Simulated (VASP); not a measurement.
Output of a VASP run:

OSZICAR:
```
       N       E                     dE             d eps       ncg     rms          rms(c)
DAV:   1     0.168753494247E+03    0.16875E+03   -0.13224E+04   640   0.139E+03
DAV:   2    -0.708960609644E+01   -0.17584E+03   -0.17406E+03   824   0.296E+02
DAV:   3    -0.134798122770E+02   -0.63902E+01   -0.63840E+01   856   0.659E+01
DAV:   4    -0.135700562393E+02   -0.90244E-01   -0.90226E-01   848   0.662E+00
DAV:   5    -0.135734726438E+02   -0.34164E-02   -0.34164E-02   832   0.826E-01    0.893E+00
DAV:   6    -0.115533654821E+02    0.20201E+01   -0.10974E+01   640   0.265E+01    0.432E+00
DAV:   7    -0.115317463599E+02    0.21619E-01   -0.42266E-01   840   0.597E+00    0.220E+00
DAV:   8    -0.115165481871E+02    0.15198E-01   -0.68248E-02   680   0.314E+00    0.311E-01
DAV:   9    -0.115184785668E+02   -0.19304E-02   -0.13336E-02   712   0.823E-01    0.134E-01
DAV:  10    -0.115191685831E+02   -0.69002E-03   -0.20739E-03   640   0.379E-01    0.455E-02
DAV:  11    -0.115191517995E+02    0.16784E-04   -0.39568E-04   920   0.149E-01    0.202E-02
DAV:  12    -0.115191489183E+02    0.28812E-05   -0.28453E-05   656   0.433E-02    0.410E-03
DAV:  13    -0.115191487328E+02    0.18548E-06   -0.35447E-06   856   0.122E-02    0.118E-03
DAV:  14    -0.115191487771E+02   -0.44355E-07   -0.10356E-07   488   0.289E-03
   1 F= -.11519149E+02 E0= -.11519149E+02  d E =0.000000E+00
```

### OUTCAR
```
------------------------ aborting loop because EDIFF is reached ----------------------------------------
  FORCE on cell =-STRESS in cart. coord.  units (eV):
  Direction    XX          YY          ZZ          XY          YZ          ZX
  --------------------------------------------------------------------------------------
  Total        0.0246057      0.0246057      0.0246057      0.0000000      0.0000000      0.0000000
  in kB        0.6516184      0.6516184      0.6516184      0.0000000      0.0000000      0.0000000
  external PRESSURE =       0.6516184 kB  Pullay stress =       0.0000000 kB
  volume of cell :       60.50
      direct lattice vectors                 reciprocal lattice vectors
     0.000000000  3.115833212  3.115833212    -0.160470720  0.160470720  0.160470720
     3.115833212  0.000000000  3.115833212     0.160470720 -0.160470720  0.160470720
     3.115833212  3.115833212  0.000000000     0.160470720  0.160470720 -0.160470720
 POSITION                                       TOTAL-FORCE (eV/Angst)
 -----------------------------------------------------------------------------------
      0.00000      0.00000      0.00000         0.000000     -0.000000     -0.000000
      1.55792      1.55792      1.55792         0.000000      0.000000      0.000000
      4.67375      4.67375      4.67375        -0.000000     -0.000000     -0.000000
 -----------------------------------------------------------------------------------
    total drift:                                0.000000      0.000000      0.000000
  FREE ENERGIE OF THE ION-ELECTRON SYSTEM (eV)
  ---------------------------------------------------
  free  energy   TOTEN  =       -11.5191487771 eV

  energy  without entropy=      -11.5191487771  energy(sigma->0) =      -11.51914878

 total charge

# of ion       s       p       d       tot
------------------------------------------
    1        2.003   5.642   0.218   7.863
    2        1.726   4.358   0.000   6.084
    3        1.726   4.358   0.000   6.084
--------------------------------------------------
tot          5.455  14.359   0.218  20.031

 Electric field gradients after diagonalization (V/A^2)
 (convention: |V_zz| > |V_xx| > |V_yy|)
----------------------------------------------------------------------
 ion       V_xx      V_yy      V_zz     asymmetry (V_yy - V_xx)/ V_zz
----------------------------------------------------------------------
   1      -0.000    -0.000     0.000       0.000
   2       0.004     0.004    -0.009       0.000
   3       0.004     0.004    -0.009       0.000
```
(Selected blocks of OUTCAR.)

File POSCAR:
```
BaF2
1
    0.0000000000     3.1158332123     3.1158332123
    3.1158332123     0.0000000000     3.1158332123
    3.1158332123     3.1158332123     0.0000000000
Ba F
1 2
Direct
  0.0000000000   0.0000000000   0.0000000000
  0.2500000000   0.2500000000   0.2500000000
  0.7500000000   0.7500000000   0.7500000000
```

Reconstruct the remaining input files.

This is not unique; one that fits is the input of the run itself, optB88-vdW, plane waves, VASP's PBE PAW potentials (set 64).

**INCAR**
```
! general
SYSTEM  =BaF2
PREC    =Accurate
ENCUT   =520
LREAL   =.FALSE.   ! projection in real space or not
LASPH   =.TRUE.

! electronic loop
EDIFF   =1E-7   ! SCF stop (eV)
NELM    =100
ALGO    =Normal   ! blocked Davidson
LMAXMIX =4

! smearing
ISMEAR  =-5

! functional
GGA     =BO
LUSE_VDW=.TRUE.
AGGAC   =0.0
PARAM1  =0.1833333333
PARAM2  =0.22

! ions
ISIF    =2

! output
LWAVE   =.FALSE.
LCHARG  =.TRUE.
LORBIT  =11   ! lm-projected
NEDOS   =601   ! DOS grid

! other
LEFG    =.TRUE.
```

**KPOINTS**
```
Automatic mesh
0
gamma
 7 7 7
0 0 0
```

POTCAR, in this order: Ba_sv F (PBE.64 set). Program: vasp_std.

The compound is BaF2 in the fluorite structure. It was relaxed first.
